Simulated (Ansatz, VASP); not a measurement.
**BP: VASP beside Ansatz**

One calculation is typed for both programs; each brings its own data sets and cutoff. How far apart do they land?

Program: Ansatz 0.2.0. Level of theory: plane waves, with VASP 6.6.1 beside it; band structure at PBE. Results are calculated unless marked as measured.

### 1. Starting point

It takes space group F-43m (No. 216, cubic). The conventional cell has a = 4.538 Å, b = 4.538 Å, c = 4.538 Å, α = 90.00°, β = 90.00°, γ = 90.00°. Nearest to P lie 4 B at 1.97 Å. Nearest to B lie 4 P at 1.97 Å. Farther neighbours are not listed.

### 2. VASP: band structure, PBE

The same path points are solved in both programs, so levels can be compared one by one.

Lines of VASP's logs that name or quote its potential files are left out, and so is its time.

INCAR reads:

```
SYSTEM = BP
PREC = Accurate
ENCUT = 340
EDIFF = 1E-08
NELM = 100
ISMEAR = 0
SIGMA = 0.01
LREAL = .FALSE.
ALGO = Normal
GGA = PE
NBANDS = 10
LORBIT = 11
LWAVE = .TRUE.
LCHARG = .FALSE.
KPAR = 4
```

POSCAR reads:

```
BP
1.0
    0.0000000000      2.2690000000      2.2690000000
    2.2690000000      0.0000000000      2.2690000000
    2.2690000000      2.2690000000      0.0000000000
P B
1 1
Direct
    0.7500000000      0.7500000000      0.7500000000
    0.0000000000      0.0000000000      0.0000000000
```

KPOINTS reads:

```
Automatic mesh
0
Gamma
6 6 6
0 0 0
```

KPOINTS_OPT reads:

```
Line mode
12
Line-mode
Reciprocal
  0.00000000   0.00000000   0.00000000 GAMMA
  0.50000000   0.00000000   0.50000000 X

  0.50000000   0.00000000   0.50000000 X
  0.50000000   0.25000000   0.75000000 W

  0.50000000   0.25000000   0.75000000 W
  0.37500000   0.37500000   0.75000000 K

  0.37500000   0.37500000   0.75000000 K
  0.00000000   0.00000000   0.00000000 GAMMA

  0.00000000   0.00000000   0.00000000 GAMMA
  0.50000000   0.50000000   0.50000000 L

  0.50000000   0.50000000   0.50000000 L
  0.62500000   0.25000000   0.62500000 U

  0.62500000   0.25000000   0.62500000 U
  0.50000000   0.25000000   0.75000000 W

  0.50000000   0.25000000   0.75000000 W
  0.50000000   0.50000000   0.50000000 L

  0.50000000   0.50000000   0.50000000 L
  0.37500000   0.37500000   0.75000000 K

  0.62500000   0.25000000   0.62500000 U
  0.50000000   0.00000000   0.50000000 X
```

The projector-augmented-wave data sets are P_GW and B_GW (PBE family, release 64).

Launch:

```bash
> mpirun -np 4 vasp_std
```

Numbers of over 12 decimals in the logs are rounded to 6 here.

The log of the run:

```text
[banner, memory and clock lines left out]
running    4 mpi-ranks, on    1 nodes
 distrk:  each k-point on    1 cores,    4 groups
 distr:  one band on    1 cores,    1 groups

 POSCAR found type information on POSCAR P B
 POSCAR found :  2 types and       2 ions
 LDA part: xc-table for (Slater+PW92), standard interpolation
 POSCAR, INCAR and KPOINTS ok, starting setup
 FFT: planning ... GRIDC
 FFT: planning ... GRID_SOFT
 FFT: planning ... GRID
 WAVECAR not read
 entering main loop
       N       E                     dE             d eps       ncg     rms          rms(c)
DAV:   1     0.839111538753E+01    0.83911E+01   -0.34640E+03   320   0.597E+02
DAV:   2    -0.130382464831E+02   -0.21429E+02   -0.20218E+02   528   0.124E+02
DAV:   3    -0.136168793553E+02   -0.57863E+00   -0.57606E+00   430   0.166E+01
DAV:   4    -0.136225206308E+02   -0.56413E-02   -0.56380E-02   480   0.203E+00
DAV:   5    -0.136225882378E+02   -0.67607E-04   -0.67605E-04   426   0.179E-01    0.450E+00
DAV:   6    -0.129868592699E+02    0.63573E+00   -0.15681E+00   498   0.706E+00    0.205E+00
DAV:   7    -0.128956855313E+02    0.91174E-01   -0.21442E-01   482   0.270E+00    0.785E-01
DAV:   8    -0.128859872938E+02    0.96982E-02   -0.29611E-02   412   0.106E+00    0.915E-02
DAV:   9    -0.128863431017E+02   -0.35581E-03   -0.73370E-04   396   0.201E-01    0.465E-02
DAV:  10    -0.128864924372E+02   -0.14934E-03   -0.21529E-04   384   0.110E-01    0.114E-02
DAV:  11    -0.128864929741E+02   -0.53688E-06   -0.14471E-05   488   0.244E-02    0.407E-03
DAV:  12    -0.128864940081E+02   -0.10340E-05   -0.18669E-06   392   0.113E-02    0.713E-04
DAV:  13    -0.128864938661E+02    0.14199E-06   -0.71430E-08   446   0.173E-03    0.259E-04
DAV:  14    -0.128864938618E+02    0.43053E-08   -0.72733E-09   322   0.596E-04
   1 F= -.12886494E+02 E0= -.12886494E+02  d E =-.283653E-26
 Start KPOINTS_OPT (optional k-point list driver)
k-point batch [1-16\120]
       N       E                     dE             ncg
DAV:   1     0.525756081502E+03   -0.23781E+04      320
DAV:   2     0.165954122026E+03   -0.35980E+03      554
DAV:   3     0.157852880951E+03   -0.81012E+01      452
DAV:   4     0.157808756164E+03   -0.44125E-01      478
DAV:   5     0.157807919764E+03   -0.83640E-03      456
DAV:   6     0.157807915351E+03   -0.44131E-05      464
DAV:   7     0.157807915296E+03   -0.55587E-07      488
DAV:   8     0.157807915296E+03    0.30127E-10      488
[...]
k-point batch [113-120\120]
       N       E                     dE             ncg
DAV:   1     0.255704457798E+04   -0.21499E+04      160
DAV:   2     0.241270054308E+04   -0.14434E+03      288
DAV:   3     0.241032844247E+04   -0.23721E+01      246
DAV:   4     0.241031693950E+04   -0.11503E-01      256
DAV:   5     0.241031690699E+04   -0.32513E-04      224
DAV:   6     0.241031690672E+04   -0.26673E-06      240
DAV:   7     0.241031690672E+04   -0.42901E-08      240
 writing wavefunctions
```

Parts of OUTCAR (step 2):

```text
ion  position               nearest neighbor table
   1  0.750  0.750  0.750-   2 1.97   2 1.97   2 1.97   2 1.97
   2  0.000  0.000  0.000-   1 1.97   1 1.97   1 1.97   1 1.97

  LATTYP: Found a face centered cubic cell.
 ALAT       =     4.5380000000

 Subroutine GETGRP returns: Found 24 space group operations
 (whereof 24 operations were pure point group operations)

The static configuration has the point symmetry T_d .

 Found     16 irreducible k-points:

   k-points           NKPTS =     16   k-points in BZ     NKDIM =     16   number of bands    NBANDS=     10

   dimension x,y,z NGX =    20 NGY =   20 NGZ =   20
   dimension x,y,z NGXF=    40 NGYF=   40 NGZF=   40

   ENCUT  =  340.0 eV  24.99 Ry    5.00 a.u.   4.82  4.82  4.82*2*pi/ulx,y,z

   NELECT =       8.0000    total number of electrons

 k-points in reciprocal lattice and weights: Automatic mesh
   0.00000000  0.00000000  0.00000000       0.005
   0.16666667  0.00000000  0.00000000       0.037
   0.33333333  0.00000000  0.00000000       0.037
   0.50000000  0.00000000  0.00000000       0.019
   0.16666667  0.16666667  0.00000000       0.028
   0.33333333  0.16666667  0.00000000       0.111
   0.50000000  0.16666667  0.00000000       0.111
  -0.33333333  0.16666667  0.00000000       0.111
  -0.16666667  0.16666667  0.00000000       0.056
[...]
-0.33333333  0.33333333  0.16666667       0.111
  -0.33333333  0.50000000  0.16666667       0.056

 average (electrostatic) potential at core
       1 -72.7025       2 -25.0907

 E-fermi :   7.2114

 k-point     1 :       0.0000    0.0000    0.0000
  band No.  band energies     occupation
      1      -8.3243      2.00000
      2       7.1395      2.00000
      3       7.1395      2.00000
      4       7.1395      2.00000
      5      10.5408      0.00000
      6      10.5408      0.00000
      7      10.5408      0.00000
      8      14.5124      0.00000
      9      18.6608      0.00000
    ...

 k-point     2 :       0.1667    0.0000    0.0000
  band No.  band energies     occupation
      1      -7.8264      2.00000
      2       4.3046      2.00000
      3       6.4757      2.00000
      4       6.4757      2.00000
      5      11.1567      0.00000
      6      11.4438      0.00000
      7      11.4438      0.00000
      8      15.8049      0.00000
      9      18.0116      0.00000
    ...

 k-point     3 :       0.3333    0.0000    0.0000
  band No.  band energies     occupation
      1      -6.4090      2.00000
      2       0.4080      2.00000
      3       5.6732      2.00000
      4       5.6732      2.00000
      5      11.0303      0.00000
      6      11.9922      0.00000
      7      11.9922      0.00000
      8      17.2556      0.00000
      9      18.9582      0.00000
    ...

  Total        0.0918962      0.0918962      0.0918962      0.0000000     -0.0000000      0.0000000
  in kB        6.3019465      6.3019465      6.3019465      0.0000000     -0.0000000      0.0000000
  external PRESSURE =       6.3019465 kB  Pullay stress =       0.0000000 kB

  energy-cutoff  :      340.00
  volume of cell :       23.36
      direct lattice vectors                 reciprocal lattice vectors
     0.000000000  2.269000000  2.269000000    -0.220361393  0.220361393  0.220361393
     2.269000000  0.000000000  2.269000000     0.220361393 -0.220361393  0.220361393
     2.269000000  2.269000000  0.000000000     0.220361393  0.220361393 -0.220361393

 POSITION                                       TOTAL-FORCE (eV/Angst)
 -----------------------------------------------------------------------------------
      3.40350      3.40350      3.40350         0.000000     -0.000000     -0.000000
      0.00000      0.00000      0.00000        -0.000000      0.000000      0.000000
 -----------------------------------------------------------------------------------
    total drift:                                0.000000      0.000000      0.000000

  FREE ENERGIE OF THE ION-ELECTRON SYSTEM (eV)
  ---------------------------------------------------
  free  energy   TOTEN  =       -12.8864938618 eV

  energy  without entropy=      -12.8864938618  energy(sigma->0) =      -12.88649386

 total charge
# of ion       s       p       d       tot
------------------------------------------
    1        1.085   1.778   0.145   3.008
    2        0.640   1.207   0.000   1.847
--------------------------------------------------
tot          1.725   2.985   0.145   4.855

[... 3 further parts left out ...]
```

The run ends at a pressure of 0.63 GPa.

### 3. Ansatz: band structure, PBE

Ansatz runs on its default PAW (the set named soft_2) files.

The same cell, functional, mesh and smearing now go to Ansatz, which takes its cutoff from its data sets.

input.yaml reads:

```yaml
crystal:
  lattice:
    - [0.0, 2.269, 2.269]
    - [2.269, 0.0, 2.269]
    - [2.269, 2.269, 0.0]
  atoms:
    - { symbol: P, position: [0.75, 0.75, 0.75] }
    - { symbol: B, position: [0.0, 0.0, 0.0] }
hamiltonian:
  xc: pbe
  pseudopotentials: { kind: paw }
kpoints:
  mp_grid: { grid: [6, 6, 6] }
  band_path:
    path:
      - [0.0, 0.0, 0.0]
      - [0.18182, 0.0, 0.18182]
      - [0.36364, 0.0, 0.36364]
      - [0.40909, 0.0, 0.40909]
      - [0.5, 0.0, 0.5]
      - [0.5, 0.09091, 0.59091]
      - [0.5, 0.18182, 0.68182]
      - [0.5, 0.25, 0.75]
      - [0.45455, 0.29545, 0.75]
      - [0.40909, 0.34091, 0.75]
      - [0.375, 0.375, 0.75]
      - [0.20455, 0.20455, 0.40909]
      - [0.06818, 0.06818, 0.13636]
      - [0.04545, 0.04545, 0.04545]
      - [0.22727, 0.22727, 0.22727]
      - [0.40909, 0.40909, 0.40909]
      - [0.51136, 0.47727, 0.51136]
      - [0.55682, 0.38636, 0.55682]
      - [0.60227, 0.29545, 0.60227]
      - [0.61364, 0.25, 0.63636]
      - [0.56818, 0.25, 0.68182]
      - [0.51136, 0.25, 0.73864]
      - [0.5, 0.29545, 0.70455]
      - [0.5, 0.38636, 0.61364]
      - [0.5, 0.47727, 0.52273]
      - [0.47727, 0.47727, 0.54545]
      - [0.43182, 0.43182, 0.63636]
      - [0.38636, 0.38636, 0.72727]
      - [0.60227, 0.20455, 0.60227]
      - [0.55682, 0.11364, 0.55682]
      - [0.5, 0.0, 0.5]
    npoints: 1
scf:
  occupations: { method: gaussian, width: 0.01 }
  n_extra_bands: 7
output:
  forces: true
  stress: true
  eigenvalues: true
```

Launch:

```bash
> ansatz run input.yaml --threads 2 --pin off --max-ram 4608MiB --backend cpu --events-out ev --progress --plain --runs-dir out
```

The log of the run:

```text
scf.n_extra_bands = 7 over 4 filled bands (N_el = 8.0): the run solves 11 bands
Engine: ansatz 0.2.0, aarch64-unknown-linux-gnu
Pseudopotentials: kind: paw
Pseudopotential: P, paw, valence charge 5, recommended cutoff 420 eV (normal), P.paw.azcp
Pseudopotential: B, paw, valence charge 3, recommended cutoff 420 eV (normal), B.paw.azcp
Functional definition: PBE
  parameter kappa = 0.804
  parameter beta = 0.066725
  exchange = pbe_x(kappa = kappa, mu = beta*pi^2/3)
  correlation = pbe_c(beta = beta)
Crystal: 2 atoms, lattice volume = 23.363 Å³
Basis set: ecut = 420 eV, 459 PW (Γ), exchange–correlation on 48×48×48 points (8 copies of the dense FFT grid, shifted against one another)
Bands: 11, of which v1, the nominal top of the filled ones, is band 4 counted from 1 (3 counted from 0)
Symmetry: 24 space group operations
Space group: F-43m (ITA 216), of the structure as read, at distance tolerance 2.9e-5 Å
k-points: 16 of 216 (time reversal used)
Non-local potential: P, projectors of the file, l = 0: 2, l = 1: 2, l = 2: 2
Non-local potential: B, projectors of the file, l = 0: 2, l = 1: 2, l = 2: 1
PAW form: soft (Blöchl's): semilocal exchange-correlation on the pseudo side does not see the compensation charge
PAW one-centre angular grid: P, 110 points (default); XC on 64 Gauss nodes
PAW one-centre angular grid: B, 110 points (default); XC on 64 Gauss nodes
Initial density: superposition of atomic densities (neutral atoms: chi_scale 0, normalization atom), corrected by the library's trained network
Initial wavefunctions: pseudopotential atomic-orbital guess
Functional: x = pbe(κ = 0.804, μ = 0.219515), c = pbe(β = 0.066725)
SCF iter   1: F=—  HF=-912.429283 eV  |F-HF|=—  |Δ(HF+E_count)|=         —  Δρ=1.31e-3  dr2=3.22e-4  ethr=1.77e-3  ⟨swp⟩=6.2  Hψ=1436  notcnv=0
preconditioner: auto → none  [insulator: Δε(μ)=1.332 eV  Ē_g=16.091 eV  σ=0.010 eV  W_gap=1.00  n_scr=0 (ndim 8)  ℏωp=21.7 eV  f_vac=0.000  D(μ)=0.00/eV (n_scr^D=0)  ε∞_Penn≈2.8]
SCF iter   2: F=—  HF=-912.429381 eV  |F-HF|=—  |Δ(HF+E_count)|=   9.81e-5  Δρ=7.96e-4  dr2=1.42e-4  ethr=4.03e-6  ⟨swp⟩=2.2  Hψ=442  notcnv=0  defer=38
SCF iter   3: F=—  HF=-912.429355 eV  |F-HF|=—  |Δ(HF+E_count)|=   2.67e-5  Δρ=4.04e-4  dr2=1.69e-5  ethr=1.77e-6  ⟨swp⟩=1.9  Hψ=182  notcnv=0  defer=38
SCF iter   4: F=—  HF=-912.429382 eV  |F-HF|=—  |Δ(HF+E_count)|=   2.74e-5  Δρ=1.75e-4  dr2=9.38e-6  ethr=2.11e-7  ⟨swp⟩=2.0  Hψ=215  notcnv=0  defer=38
SCF iter   5: F=—  HF=-912.429380 eV  |F-HF|=—  |Δ(HF+E_count)|=   2.36e-6  Δρ=8.12e-5  dr2=1.99e-6  ethr=1.17e-7  ⟨swp⟩=1.1  Hψ=140  notcnv=0  defer=38
SCF iter   6: F=—  HF=-912.429379 eV  |F-HF|=—  |Δ(HF+E_count)|=   5.48e-7  Δρ=3.13e-5  dr2=2.92e-7  ethr=2.49e-8  ⟨swp⟩=1.5  Hψ=161  notcnv=0  defer=38
SCF iter   7: F=-912.429379 eV  HF=-912.429379 eV  |F-HF|=2.04e-8  |Δ(HF+E_count)|=   8.22e-8  Δρ=9.75e-6  dr2=2.82e-8  ethr=1.25e-9  ⟨swp⟩=7.9  Hψ=857  notcnv=0
SCF 1 converged in 7 iterations: F = -912.429379 eV  dr2 = 2.82e-8
  greatest PAW one-centre occupation: 0.774 electrons in one spin orbital (limit 2), on the P atom at site 0 (counted from 0), in its partial waves of l = 0
NSCF: frozen V_eff on 31 k-points
SCF converged after 7 iterations
Free energy (F): -912.429379 eV
Harris-Foulkes:  -912.429379 eV  (|F-HF|=2.04e-8)
Internal energy: -912.429379 eV  (E = F + TS)
E sigma→0 (E₀):  -912.429379 eV
Fermi energy:    9.937015 eV
--- Per-component energies (eV) ---
  E_band       = 22.235818
  E_kinetic    = 121.800764
  E_local      = -67.992170  (includes V_loc(G=0)·N_el)
  E_nonlocal   = 45.000315
  E_hartree    = 17.092497
  E_xc         = -94.874439
  E_vxc        = -100.549898  (∫ρ·V_xc dr)
  E_paw        = -647.964828  (= ΣΔE_a)
  E_vpaw       = -10.208399  (= ΣTr[D̂ρ^β])
  E_aug_tail   = 0.000001  (compensation charges beyond the density's cutoff)
  E_ewald      = -285.491518
  E_smearing   = -0.000000  (= −TS)
  E_closure    = 0.000000  (closes the sum)
  Σ components = -912.429379   (vs F -912.429379, Δ=0.00e0)
--- Forces (eV/Å), atoms counted from 1 ---
  atom   1  P      0.00000000    -0.00000000     0.00000000
  atom   2  B     -0.00000000    -0.00000000     0.00000000
  max |Σ_I F_I| component: 2.59e-16 eV/Å
--- Stress (GPa, compression-positive) ---
        1.259075       0.000000      -0.000000
       -0.000000       1.259075       0.000000
       -0.000000       0.000000       1.259075
  P = ⅓ Tr σ = 1.2591 GPa (12.591 kbar)
--- Band table (eV; the first three rows and the last of 16) ---
  k-point 0: bands = [-6.1884, 9.2705, 9.2705, 9.2705, 12.6718, 12.6718, 12.6718, 16.6423, ... 3 higher]
  k-point 1: bands = [-5.6909, 6.4355, 8.6061, 8.6061, 13.2874, 13.5739, 13.5739, 17.9293, ... 3 higher]
  k-point 2: bands = [-4.2742, 2.5402, 7.8028, 7.8028, 13.1631, 14.1222, 14.1222, 19.3725, ... 3 higher]
  k-point 15: bands = [-1.1349, 1.0464, 3.9712, 4.0952, 13.0960, 13.7147, 18.3675, 19.0322, ... 3 higher]
```

Wall time 0.8 s (2 threads of Arm Neoverse V2, shared host); peak memory 0.24 GiB.

The column dr2 measures how far the density is from self-consistency, as an energy; F and HF (Harris–Foulkes) agree once it is small.

### 4. Differences

Known differences besides the potentials themselves: the cutoff is 420 eV in Ansatz and 340 eV in VASP; VASP leaves aspherical gradient terms in its spheres out (LASPH is not set), Ansatz keeps them. Total energies have different zeros and are not compared.

Both answers:

| quantity | Ansatz | VASP | difference |
| --- | --- | --- | --- |
| gap over the path points (eV) | 1.237 | 1.235 | +0.002 |

Levels at points of the path, from each program's valence-band top (eV; 3 filled, then empty):

| k (reciprocal lattice) | Ansatz | VASP |
| --- | --- | --- |
| 0.000 0.000 0.000 | 0.00 0.00 0.00 3.40 3.40 3.40 | 0.00 0.00 0.00 3.40 3.40 3.40 |
| 0.182 0.000 0.182 | -2.24 -1.93 -1.93 2.32 6.18 6.18 | -2.24 -1.93 -1.93 2.32 6.18 6.18 |
| 0.364 0.000 0.364 | -6.29 -3.69 -3.69 1.29 2.84 10.24 | -6.29 -3.69 -3.69 1.29 2.83 10.24 |
| 0.409 0.000 0.409 | -7.29 -3.93 -3.93 1.24 2.26 11.13 | -7.29 -3.93 -3.93 1.24 2.26 11.14 |
| 0.500 0.000 0.500 | -8.58 -4.12 -4.12 1.33 1.66 12.08 | -8.59 -4.11 -4.11 1.33 1.66 12.08 |
| 0.500 0.091 0.591 | -8.46 -4.61 -4.57 2.22 2.62 11.01 | -8.46 -4.61 -4.57 2.22 2.62 11.02 |
| 0.500 0.182 0.682 | -8.18 -5.41 -5.27 4.18 4.87 8.69 | -8.18 -5.41 -5.27 4.18 4.87 8.70 |
| 0.500 0.250 0.750 | -8.06 -5.67 -5.47 5.32 6.76 7.24 | -8.06 -5.67 -5.47 5.33 6.76 7.24 |
| 0.455 0.295 0.750 | -8.08 -5.96 -4.80 4.18 6.17 8.10 | -8.08 -5.96 -4.80 4.18 6.17 8.11 |
| 0.409 0.341 0.750 | -8.14 -6.17 -3.83 2.61 6.02 9.19 | -8.15 -6.17 -3.83 2.61 6.03 9.20 |

Among the levels compared at these points, filled levels agree within 2 meV and empty ones within 7 meV. Not compared: the pressure (VASP's GW data sets at this cutoff don't carry it).

### 5. Further runs

Further runs change the set-up of one program: Ansatz's method, potentials or start, or VASP's data sets, cutoff or form of LDA. The table gives Ansatz less VASP for each quantity, since a change that brings one quantity closer may part another.

| run | gap over the path points (eV) |
| --- | --- |
| as above | 0.0020 |
| Ansatz's all-electron LAPW method | 0.0049 |

### 6. What came out

| Item | Value |
| --- | --- |
| difference in gap over the path points (band structure, PBE) | 0.0020 eV |

What this shows: The difference in gap over the path points is 0.0020 eV (band structure, PBE), within the 0.08 eV picked in this series as the mark of a large difference. Band structure, PBE, Ansatz's all-electron LAPW method: the difference in gap over the path points goes from 0.0020 to 0.0049 eV. Such differences can come from data sets, numerical settings and the points named under the comparisons, not from the functional's error against experiment.

[Lines on the potential files, build, host, timing and source positions are cut from VASP's logs without a mark.]

[Logs are printed without paths, hosts, clocks, repeated set-up lines and the standing remarks that a program may print on its own settings, such as how far it seeks lower states.]

[Hosts, paths, dates, database ids (printed as entryN), source tags and the programs' standing remarks are cut or masked in the printed files.]
